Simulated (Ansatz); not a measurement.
**RbBr under changes of volume**

One of the cells (40.248 Å³/atom); the others are scaled copies at fixed shape and fractional positions:

```xyz
2
Lattice="0.0000 3.4270 3.4270 3.4270 0.0000 3.4270 3.4270 3.4270 0.0000" Properties=species:S:1:pos:R:3 pbc="T T T"
Rb    0.0000    0.0000    0.0000
Br    3.4270    3.4270    3.4270
```

- Program: Ansatz 0.2.0
- Functional: PBE
- Potentials or basis: all-electron LAPW, scalar-relativistic
- Cutoff: 129 eV (chosen from the basis error)
- Basis error allowed: 0.0005 eV/atom
- k mesh: 7 × 7 × 7
- Occupations: fermi-dirac, width 0.05 eV
- Spin: no spin polarisation

```csv
volume (Å³/atom),energy over the lowest point (meV/atom),pressure (GPa),gap on the mesh (eV)
37.833,31.78,2.2,4.53
38.638,21.94,1.7,4.47
39.443,14.19,1.3,4.42
40.248,?,?,?
41.053,4.10,0.7,4.31
41.858,1.39,0.4,4.27
42.663,0.00,0.2,4.22
```

What does the run at 40.248 Å³/atom give?

Energy over the lowest point 8.31 meV/atom; pressure 1.0 GPa; gap on the mesh 4.37 eV.

Worked out: A Birch-Murnaghan fit of order 3 (a polynomial in V^(-2/3)) to the other rows has its minimum at 43.20 Å³/atom, just outside them, with B0 = V·E''(V) = 11.8 GPa and B' = 5.0. It gives 8.31 meV/atom at 40.248 Å³/atom, against the run's 8.31, and -dE/dV = 1.0 GPa, against 1.0. A straight line through the other rows of the gap, of slope -2.57 eV per unit of ln V (its deformation potential), gives 4.37 eV, against the run's 4.37.

Energies are extrapolated to zero smearing.

Caveats: an odd mesh through Γ misses points on the zone boundary, where band edges often lie (some runs). Spin-orbit coupling on Br, Rb is left out.

The runs don't all hold the same shells in valence.
